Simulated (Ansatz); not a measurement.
# TiO2: the cost of one run

Program: Ansatz 0.2.0. Level of theory: DFT PBE+D3(BJ), plane waves, PAW, scalar-relativistic, no spin polarisation. These are calculated values, not measurements.

### 1 The starting structure

The cell holds 12 atoms (O8Ti4): a = 3.845 Å, b = 3.845 Å, c = 9.773 Å, α = 90.00°, β = 90.00°, γ = 90.00°.

Coordinates:

```xyz
12
Lattice="3.8446 0.0000 0.0000 0.0000 3.8446 0.0000 0.0000 0.0000 9.7727" Properties=species:S:1:pos:R:3 pbc="T T T"
Ti    0.0000    0.0000    0.0000
Ti    0.0000    1.9223    2.4432
O     0.0000    1.9223    4.4676
O     0.0000    0.0000    2.0244
O     0.0000    1.9223    0.4187
O     0.0000    0.0000    7.7482
Ti    1.9223    1.9223    4.8863
Ti    1.9223    0.0000    7.3295
O     1.9223    0.0000    9.3539
O     1.9223    1.9223    6.9108
O     1.9223    0.0000    5.3051
O     1.9223    1.9223    2.8619
```

### 2 Run 1

170 steps of 1.12 fs under a Langevin thermostat at 3500 K.

Input file input.yaml:

```yaml
accuracy: low
crystal:
  lattice:
    - [3.84456, 0.0, 0.0]
    - [0.0, 3.84456, 0.0]
    - [0.0, 0.0, 9.772673]
  atoms:
    - { symbol: Ti, position: [0.0, 0.0, 0.0] }
    - { symbol: Ti, position: [0.0, 0.5, 0.25] }
    - { symbol: O, position: [0.0, 0.5, 0.4571521] }
    - { symbol: O, position: [0.0, 0.0, 0.2071521] }
    - { symbol: O, position: [0.0, 0.5, 0.0428479] }
    - { symbol: O, position: [0.0, 0.0, 0.7928479] }
    - { symbol: Ti, position: [0.5, 0.5, 0.5] }
    - { symbol: Ti, position: [0.5, 0.0, 0.75] }
    - { symbol: O, position: [0.5, 0.0, 0.9571521] }
    - { symbol: O, position: [0.5, 0.5, 0.7071521] }
    - { symbol: O, position: [0.5, 0.0, 0.5428479] }
    - { symbol: O, position: [0.5, 0.5, 0.2928479] }
basis:
  ecutwfc: 420.0
kpoints:
  mp_grid: { grid: [4, 4, 2] }
hamiltonian:
  xc: pbe
  dispersion: d3bj
  pseudopotentials: { kind: paw, azcp: { folder: soft_1 } }
scf:
  occupations: { method: fermi_dirac, width: 0.3 }
  lower_state_search: "off"
md:
  timestep: 1.12
  n_steps: 170
  ensemble: nvt_langevin
  temperature: 3500.0
  initial_velocities: maxwell_boltzmann
  seed: 802633
  friction: 0.02
```

Run with:

```bash
$ ansatz run input.yaml --threads 2 --pin off --max-ram 5120MiB --backend cpu --events-out ev --progress --plain --runs-dir out
```

**Question.** How long does this run take on 2 threads of Intel Xeon Platinum 8259CL at 2.50GHz (Skylake/Cascade Lake), shared host, and how much memory does it need?

About 20 min, with a peak of 0.66 GiB.
